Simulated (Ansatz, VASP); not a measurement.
**W2C in VASP and in Ansatz**

```
W C
1.0
     3.07005    0.00000    0.00000
    -1.53502    2.65874    0.00000
     0.00000    0.00000    4.67843
W C
2 1
Cartesian
  1.5441 0.9189 1.1592
  -0.0325 1.7448 3.4786
  -0.0060 0.0098 -0.0064
```

Change from the starting cell: atoms moved at random, drawn with an rms of 0.05 Å.

Alike in both runs: task single point; functional PBE; k mesh 10 × 10 × 6; occupations fermi-dirac, width 0.05 eV; no spin polarisation.

|  | VASP | Ansatz |
| --- | --- | --- |
| version | VASP 6.6.1 | Ansatz 0.2.0 |
| potentials or method | VASP PAW PBE potentials, release 64 (W_sv, C) | Ansatz PAW |
| plane-wave cutoff (eV) | 520 | 420 |
| valence electrons in the cell | 32 | 32 |

|  | VASP | Ansatz | Ansatz less VASP |
| --- | --- | --- | --- |
| gap on the k mesh at the Fermi level (eV) | none | none | - |
| pressure (GPa) | -0.2 | -1.0 | -0.79 |
| largest component of the traceless stress (GPa) | 2.05 | 2.04 | -0.013 |
| rms of the force components (eV/Å) | 0.235 | 0.219 | -0.0162 |

Atom by atom the forces differ by 0.026 eV/Å (rms over components). A gap of «none» marks a metal or a gap that the smearing closes.

Spin-orbit coupling is left out, which matters for the levels of W.
